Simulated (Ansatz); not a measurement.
# How the conductance of Zr/AlN/TaN changes with thickness, part 5 of 6

Wanted: T(E), the conductance and its decay constant for Zr/AlN/TaN. The lower electrode is Zr hcp(0001), the upper one TaN rock salt(111); the barrier is AlN wurtzite(0001) (whole bilayers). In the first transport cell, after relaxation, the nearest pair of electrode and barrier is Zr–N at 2.14 Å, along the normal, at the lower face and N–Al at 1.90 Å, along the normal, at the upper one. All share a net of side 3.13 Å, which strains the lower electrode by -3.1 %, the upper one by +0.1 % and the barrier by +0.0 %, against typed lattice constants near PBE's. The first steps treat the bulk electrodes alone.

Ansatz 0.2.0; PBE DFT, plane waves, PAW files (the session's first sound run).

So far, transmission at the Fermi level (a spin, zone mean): step 5 (transmission over a wide range of energy) 3.5e-5; step 6 (conductance, atomic planes in the barrier 4, gap between the electrodes 7.13 Å) 0.00225; step 7 (conductance, 34 atoms) 4.4e-5. Also channels of the lower lead: step 5 0.660; step 7 0.739.

## Step 8: Conductance, atomic planes in the barrier 12, gap between the electrodes 17.17 Å

Level of this step: PBE DFT, plane waves, PAW files; ballistic transmission by layer matching between semi-infinite leads (Ansatz).

System of this step: Zr/AlN/TaN. The cell holds 38 atoms: 11 Zr, 14 N, 6 Al and 7 Ta. Cell: a = 3.130 Å, b = 3.130 Å, c = 75.647 Å, α = 90.0°, β = 90.0°, γ = 120.0°. Regions: left electrode, 11 atoms (11 Zr); barrier, 12 atoms (6 N and 6 Al); right electrode, 15 atoms (8 N and 7 Ta). Vacuum lies along c.

Barrier layers are added or taken out in the middle, and the relaxed faces stay.

The input, input.yaml:

```yaml
crystal:
  lattice:
    - [3.13, 0.0, 0.0]
    - [-1.565, 2.7106595138, 0.0]
    - [0.0, 0.0, 75.6472233289]
  atoms:
    - { symbol: Zr, position: [0.33333333, 0.66666667, 0.092534791] }
    - { symbol: Zr, position: [0.0, 0.0, 0.1277670284] }
    - { symbol: Zr, position: [0.33333333, 0.66666667, 0.1629992659] }
    - { symbol: Zr, position: [0.0, 0.0, 0.1982315034] }
    - { symbol: Zr, position: [0.33333333, 0.66666667, 0.2334637408] }
    - { symbol: Zr, position: [0.0, 0.0, 0.2686959783] }
    - { symbol: Zr, position: [0.33333333, 0.66666667, 0.3039282157] }
    - { symbol: Zr, position: [0.0, 0.0, 0.3391604532] }
    - { symbol: Zr, position: [0.33333333, 0.66666667, 0.3743926906] }
    - { symbol: Zr, position: [0.0, 0.0, 0.4096249281] }
    - { symbol: Zr, position: [0.33333333, 0.66666667, 0.4473537708] }
    - { symbol: "N", position: [0.33333333, 0.66666667, 0.4756942937] }
    - { symbol: Al, position: [0.66666667, 0.33333333, 0.4833306785] }
    - { symbol: "N", position: [0.66666667, 0.33333333, 0.5086447172] }
    - { symbol: Al, position: [0.33333333, 0.66666667, 0.5164948252] }
    - { symbol: "N", position: [0.33333333, 0.66666667, 0.5417907034] }
    - { symbol: Al, position: [0.66666667, 0.33333333, 0.5496783563] }
    - { symbol: "N", position: [0.66666667, 0.33333333, 0.5749806871] }
    - { symbol: Al, position: [0.33333333, 0.66666667, 0.5828307951] }
    - { symbol: "N", position: [0.33333333, 0.66666667, 0.6081266732] }
    - { symbol: Al, position: [0.66666667, 0.33333333, 0.6160143261] }
    - { symbol: "N", position: [0.66666667, 0.33333333, 0.6413166569] }
    - { symbol: Al, position: [0.33333333, 0.66666667, 0.6491530272] }
    - { symbol: "N", position: [0.33333333, 0.66666667, 0.6743310226] }
    - { symbol: Ta, position: [0.66666667, 0.33333333, 0.6891434299] }
    - { symbol: "N", position: [0.0, 0.0, 0.7059374129] }
    - { symbol: Ta, position: [0.33333333, 0.66666667, 0.7227313959] }
    - { symbol: "N", position: [0.66666667, 0.33333333, 0.7395253789] }
    - { symbol: Ta, position: [0.0, 0.0, 0.7563193619] }
    - { symbol: "N", position: [0.33333333, 0.66666667, 0.7731133449] }
    - { symbol: Ta, position: [0.66666667, 0.33333333, 0.789907328] }
    - { symbol: "N", position: [0.0, 0.0, 0.806701311] }
    - { symbol: Ta, position: [0.33333333, 0.66666667, 0.823495294] }
    - { symbol: "N", position: [0.66666667, 0.33333333, 0.840289277] }
    - { symbol: Ta, position: [0.0, 0.0, 0.85708326] }
    - { symbol: "N", position: [0.33333333, 0.66666667, 0.873877243] }
    - { symbol: Ta, position: [0.66666667, 0.33333333, 0.890671226] }
    - { symbol: "N", position: [0.0, 0.0, 0.907465209] }
kpoints:
  mp_grid: { grid: [12, 12, 1] }
scf:
  occupations: { method: fermi_dirac, width: 0.1 }
  max_iter: 150
hamiltonian:
  xc: pbe
output:
  transmission:
    kmesh: [30, 30]
    e_range: [-0.26, 0.27]
    de: 0.0375
    leads: [[4, 6], [30, 32]]
```

The run is started by

```console
$ ansatz run input.yaml --threads 4 --pin off --max-ram 12288MiB --backend cpu --events-out ev --progress --plain --runs-dir out
```

Numbers of over 12 decimals in the logs are rounded to 6 here.

Output:

```text
[...]
Crystal: 38 atoms, lattice volume = 641.819 Å³
Basis set: ecut = 420 eV, 12445 PW (Γ)
Bands: 194, of which v1, the nominal top of the filled ones, is band 156 counted from 1 (155 counted from 0)
Symmetry: 6 space group operations
[...]
k-points: 19 of 144 (time reversal used)
[...]
channels       : 7.388889e-1 a spin
[...]
slowest decay  : 0.0101 /Å at (0.4333, 0.0000)
[...]
filled         : 20.5 meV under the level at which it is neutral
    channels       : 1.846667e0 a spin
[...]
slowest decay  : 0.0229 /Å at (0.3333, 0.3333)
  junction   : crystal 0 to crystal 1, 19.69 to 59.63 Å
    transmission   : 9.503531e-7 a spin
[...]
resistance     : 1.0606e3 Ω µm² beyond half of each lead's own
[key lines of the parts left out:]
SCF converged after 13 iterations
Free energy (F): -124176.374371 eV
Fermi energy:    11.554254 eV
```

Elapsed: 9.2 min, on 4 threads of Arm Neoverse V1, shared host; peak memory 3.5 GiB; 28 min of CPU time.

One spin. The transmission, zone mean by energy, zero at the Fermi level:

| energy (eV) | transmission, zone mean |
| --- | --- |
| -0.260 | 1.9e-6 |
| -0.223 | 1.7e-6 |
| -0.185 | 1.6e-6 |
| -0.147 | 1.5e-6 |
| -0.110 | 1.3e-6 |
| -0.072 | 1.1e-6 |
| -0.035 | 1.0e-6 |
| 0.003 | 9.5e-7 |
| 0.040 | 9.5e-7 |
| 0.077 | 9.9e-7 |
| 0.115 | 9.1e-7 |
| 0.152 | 9.9e-7 |
| 0.190 | 1.4e-6 |
| 0.228 | 1.6e-6 |
| 0.265 | 1.9e-6 |

G = 9.4e8 S/m² (1/G = 1061 Ω µm²), 0.021 times the step before of this kind. The largest error estimate is 63 %, from the leads' potential steps. In the worse lead the potential repeats within 62 meV, which the program flags as too much for a lead, so G carries that doubt.

## Step 9: Conductance, atomic planes in the barrier 16, gap between the electrodes 22.19 Å

System of this step: Zr/AlN/TaN. The cell holds 42 atoms: 11 Zr, 16 N, 8 Al and 7 Ta. Cell: a = 3.130 Å, b = 3.130 Å, c = 80.665 Å, α = 90.0°, β = 90.0°, γ = 120.0°. Regions: left electrode, 11 atoms (11 Zr); barrier, 16 atoms (8 N and 8 Al); right electrode, 15 atoms (8 N and 7 Ta). Vacuum lies along c.

Barrier layers are added or taken out in the middle, and the relaxed faces stay.

The input, input.yaml:

```yaml
crystal:
  lattice:
    - [3.13, 0.0, 0.0]
    - [-1.565, 2.7106595138, 0.0]
    - [0.0, 0.0, 80.6653552525]
  atoms:
    - { symbol: Zr, position: [0.33333333, 0.66666667, 0.0867782703] }
    - { symbol: Zr, position: [0.0, 0.0, 0.1198187364] }
    - { symbol: Zr, position: [0.33333333, 0.66666667, 0.1528592025] }
    - { symbol: Zr, position: [0.0, 0.0, 0.1858996686] }
    - { symbol: Zr, position: [0.33333333, 0.66666667, 0.2189401346] }
    - { symbol: Zr, position: [0.0, 0.0, 0.2519806007] }
    - { symbol: Zr, position: [0.33333333, 0.66666667, 0.2850210668] }
    - { symbol: Zr, position: [0.0, 0.0, 0.3180615329] }
    - { symbol: Zr, position: [0.33333333, 0.66666667, 0.351101999] }
    - { symbol: Zr, position: [0.0, 0.0, 0.3841424651] }
    - { symbol: Zr, position: [0.33333333, 0.66666667, 0.4195242245] }
    - { symbol: "N", position: [0.33333333, 0.66666667, 0.4461017045] }
    - { symbol: Al, position: [0.66666667, 0.33333333, 0.4532630355] }
    - { symbol: "N", position: [0.66666667, 0.33333333, 0.4770023066] }
    - { symbol: Al, position: [0.33333333, 0.66666667, 0.4843640652] }
    - { symbol: "N", position: [0.33333333, 0.66666667, 0.5080863056] }
    - { symbol: Al, position: [0.66666667, 0.33333333, 0.5154832734] }
    - { symbol: "N", position: [0.66666667, 0.33333333, 0.539211565] }
    - { symbol: Al, position: [0.33333333, 0.66666667, 0.5465733236] }
    - { symbol: "N", position: [0.33333333, 0.66666667, 0.5702955639] }
    - { symbol: Al, position: [0.66666667, 0.33333333, 0.5776925318] }
    - { symbol: "N", position: [0.66666667, 0.33333333, 0.6014208233] }
    - { symbol: Al, position: [0.33333333, 0.66666667, 0.6087825819] }
    - { symbol: "N", position: [0.33333333, 0.66666667, 0.6325048222] }
    - { symbol: Al, position: [0.66666667, 0.33333333, 0.6399017901] }
    - { symbol: "N", position: [0.66666667, 0.33333333, 0.6636300816] }
    - { symbol: Al, position: [0.33333333, 0.66666667, 0.6709789571] }
    - { symbol: "N", position: [0.33333333, 0.66666667, 0.6945906481] }
    - { symbol: Ta, position: [0.66666667, 0.33333333, 0.7084815866] }
    - { symbol: "N", position: [0.0, 0.0, 0.7242308284] }
    - { symbol: Ta, position: [0.33333333, 0.66666667, 0.7399800701] }
    - { symbol: "N", position: [0.66666667, 0.33333333, 0.7557293119] }
    - { symbol: Ta, position: [0.0, 0.0, 0.7714785537] }
    - { symbol: "N", position: [0.33333333, 0.66666667, 0.7872277955] }
    - { symbol: Ta, position: [0.66666667, 0.33333333, 0.8029770373] }
    - { symbol: "N", position: [0.0, 0.0, 0.818726279] }
    - { symbol: Ta, position: [0.33333333, 0.66666667, 0.8344755208] }
    - { symbol: "N", position: [0.66666667, 0.33333333, 0.8502247626] }
    - { symbol: Ta, position: [0.0, 0.0, 0.8659740044] }
    - { symbol: "N", position: [0.33333333, 0.66666667, 0.8817232462] }
    - { symbol: Ta, position: [0.66666667, 0.33333333, 0.8974724879] }
    - { symbol: "N", position: [0.0, 0.0, 0.9132217297] }
kpoints:
  mp_grid: { grid: [12, 12, 1] }
scf:
  occupations: { method: fermi_dirac, width: 0.1 }
  max_iter: 150
hamiltonian:
  xc: pbe
output:
  transmission:
    kmesh: [30, 30]
    e_range: [-0.26, 0.27]
    de: 0.0375
    leads: [[4, 6], [34, 36]]
```

Output:

```text
[...]
Crystal: 42 atoms, lattice volume = 684.394 Å³
Basis set: ecut = 420 eV, 13253 PW (Γ)
Bands: 206, of which v1, the nominal top of the filled ones, is band 164 counted from 1 (163 counted from 0)
Symmetry: 6 space group operations
[...]
k-points: 19 of 144 (time reversal used)
[...]
channels       : 7.388889e-1 a spin
[...]
slowest decay  : 0.0100 /Å at (0.4333, 0.0000)
[...]
filled         : 20.6 meV under the level at which it is neutral
    channels       : 1.846667e0 a spin
[...]
slowest decay  : 0.0229 /Å at (0.3333, 0.3333)
  junction   : crystal 0 to crystal 1, 19.69 to 64.65 Å
    transmission   : 2.742578e-8 a spin
[...]
resistance     : 3.8468e4 Ω µm² beyond half of each lead's own
[key lines of the parts left out:]
SCF converged after 14 iterations
Free energy (F): -126024.881658 eV
Fermi energy:    11.400210 eV
```

The job ended after 10 min (4 threads; peak memory 3.9 GiB; 31 min of CPU time).

One spin. Table of transmission, zone mean by energy, zero at the Fermi level:

```csv
energy (eV),"transmission, zone mean"
-0.260,4.1e-8
-0.223,3.9e-8
-0.185,3.9e-8
-0.147,3.6e-8
-0.110,3.3e-8
-0.072,3.1e-8
-0.035,2.9e-8
0.003,2.7e-8
0.040,2.7e-8
0.077,2.6e-8
0.115,2.5e-8
0.152,2.5e-8
0.190,2.8e-8
0.228,2.9e-8
0.265,3.2e-8
```

G = 2.6e7 S/m² (1/G = 38467 Ω µm²), 0.028 times the step before of this kind. Apart from band edges and resonances, the largest error estimate is 24 %, from the leads' potential steps. For edges and narrow resonances that could lie between the energies solved the program puts 42 %, while dropping every other energy moves G by 0.2 %. In the worse lead the potential repeats within 62 meV, which the program flags as too much for a lead, so G carries that doubt.

## Step 10: The series together

Times are for 4 threads of Arm Neoverse V1, shared host. The runs compared:

| no. | gap between the electrodes (Å) | junction conductance (S/m²) | resistance-area product beyond the leads (Ω um²) | time | memory (GiB) |
| --- | --- | --- | --- | --- | --- |
| 1 | 7.13 | 2.32e12 | 0.4307 | 6.5 min | 2.8 |
| 2 | 12.15 | 4.59e10 | 21.79 | 7.8 min | 3.2 |
| 3 | 17.17 | 9.43e8 | 1061 | 9.2 min | 3.5 |
| 4 | 22.19 | 25996000 | 38468 | 10 min | 3.9 |

The runs together. Table of transmission, zone mean by energy, zero at the Fermi level:

| energy (eV) | 7.13 | 12.15 | 17.17 | 22.19 |
| --- | --- | --- | --- | --- |
| -0.260 | 0.00238 | 8.8e-5 | 1.9e-6 | 4.1e-8 |
| -0.223 | 0.00234 | 8.0e-5 | 1.7e-6 | 3.9e-8 |
| -0.185 | 0.00244 | 7.4e-5 | 1.6e-6 | 3.9e-8 |
| -0.147 | 0.00246 | 6.9e-5 | 1.5e-6 | 3.6e-8 |
| -0.110 | 0.00216 | 5.8e-5 | 1.3e-6 | 3.3e-8 |
| -0.072 | 0.00224 | 5.3e-5 | 1.1e-6 | 3.1e-8 |
| -0.035 | 0.00216 | 4.8e-5 | 1.0e-6 | 2.9e-8 |
| 0.003 | 0.00225 | 4.4e-5 | 9.5e-7 | 2.7e-8 |
| 0.040 | 0.00268 | 4.7e-5 | 9.5e-7 | 2.7e-8 |
| 0.077 | 0.00383 | 5.5e-5 | 9.9e-7 | 2.6e-8 |
| 0.115 | 0.00362 | 5.3e-5 | 9.1e-7 | 2.5e-8 |
| 0.152 | 0.00403 | 6.1e-5 | 9.9e-7 | 2.5e-8 |
| 0.190 | 0.00588 | 9.1e-5 | 1.4e-6 | 2.8e-8 |
| 0.228 | 0.00680 | 9.1e-5 | 1.6e-6 | 2.9e-8 |
| 0.265 | 0.00682 | 1.4e-4 | 1.9e-6 | 3.2e-8 |

## Step 11: Decay with thickness

This step: Fit of the logarithm of the conductance against the barrier's thickness, from PBE DFT, plane waves, PAW files (Ansatz 0.2.0).

No new run: the logarithm is fitted against the thickness.

This step gave:

```
decay constant of the conductance : 0.76 Å⁻¹
r.m.s. misfit of ln G             : 0.09
```

From the end points alone, β = ln(2.32e+12 / 2.6e+07) / 15.06 Å = 11.40 / 15.06 Å = 0.76 Å⁻¹. One end point carries an error estimate of 83 %; a factor of 1.8 on it would move β by 0.04 Å⁻¹.

(Part 5 of 6 ends here.)

[Logs are printed without paths, hosts, clocks, repeated set-up lines and the standing remarks that a program may print on its own settings, such as how far it seeks lower states.]

[Hosts, paths, dates, database ids (printed as entryN), source tags and the programs' standing remarks are cut or masked in the printed files.]
